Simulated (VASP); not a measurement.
Crystal: AgBr.

```xyz
2
Lattice="4.0590 0.0000 0.0000 2.0295 3.5152 0.0000 2.0295 1.1717 3.3142" Properties=species:S:1:pos:R:3 pbc="T T T"
Ag    0.0000    0.0000    0.0000
Br    4.0590    2.3435    1.6571
```

Base run:

```yaml
Program: VASP 6.6.1
Functional: PBE
Potentials_or_basis: VASP PAW PBE potentials, release 64 (Ag, Br)
Cutoff: 520 eV
k_mesh: 8 × 8 × 8
Occupations: gaussian, width 0.01 eV
Spin: no spin polarisation
```

Its results: band gap on the k mesh 0.67 eV, indirect (least direct gap 2.61 eV); pressure 2.3 GPa.

Task: The run is repeated on the same cell with these changes: k mesh from 8 × 8 × 8 to 2 × 2 × 2. What comes out?

Result: Band gap on the k mesh 0.56 eV, indirect (least direct gap 2.38 eV); pressure 9.1 GPa.

Caveats: some runs use coarse meshes.

A k mesh can miss the band edges.
